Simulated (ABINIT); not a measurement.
Set up this calculation in ABINIT 10.8.3 (patched build), as the native input.

```yaml
Task: single point
Functional: PBE
Potentials_or_basis: JTH PAW PBE v2.0
Cutoff: 1088 eV
k_mesh: 8 × 8 × 8
Occupations: fermi-dirac, width 0.05 eV
Spin: no spin polarisation
Fine-grid_cutoff: 1687.11 eV
Exchange_and_correlation_inside_the_PAW_spheres: full angular mesh (pawxcdev 0, this build's default; the released program takes 1)
```

The system is NaCl.

```
Cl Na
1.0
     0.00000    2.79406    2.79406
     2.79406    0.00000    2.79406
     2.79406    2.79406    0.00000
Cl Na
1 1
Cartesian
  2.8348 2.7665 2.7964
  -0.0017 -0.0217 -0.0033
```

The cell is a database's computed one.

The cell isn't the ideal one: atoms moved at random, drawn with an rms of 0.05 Å.

These files were run (other wordings do the same):

run.abi

```
# Pseudopotentials
pp_dirpath "./"
pseudos "Cl.GGA_PBE-JTH.xml, Na.GGA_PBE-JTH.xml"

# Structure
acell 3*1.0 Angstrom
rprim
     0.0000000000     2.7940632177     2.7940632177
     2.7940632177     0.0000000000     2.7940632177
     2.7940632177     2.7940632177     0.0000000000
ntypat 2
znucl 17 11
natom 2
typat 1 2
xred
     0.4882060000     0.5126430000     0.5019320000
    -0.0041700000     0.0029950000    -0.0036060000
chkprim 0
chksymtnons 0
tolsym 1.0e-6

# Plane-wave basis
ecut 40.0
pawecutdg 62.0

# k points
kptopt 1
ngkpt 8 8 8
nshiftk 1
shiftk 0.0 0.0 0.0

# Exchange and correlation
ixc 11

# Bands and occupations
nband 12
occopt 3
tsmear 0.05 eV

# SCF cycle
nstep 100
tolvrs 1.0e-9

# Output
iomode 3
prtwf 0
prtden 0
prteig 0
prtebands 0
enunit 1
```

Potentials or basis: JTH PAW PBE v2.0.

Command:

```sh
$ abinit run.abi > log 2>&1
```

It gave:

```yaml
Pressure: 1.8 GPa
Largest_force: 0.074 eV/Å
Band_gap_on_the_k_mesh: 5.21 eV, direct
Valence_electrons_inside_the_program's_atomic_spheres: Cl 4.38; Na 7.62
```

It took 4.9 min on 1 thread of Intel(R) Xeon(R) Platinum 8488C (Sapphire Rapids) (shared host), peak memory 0.4 GiB.
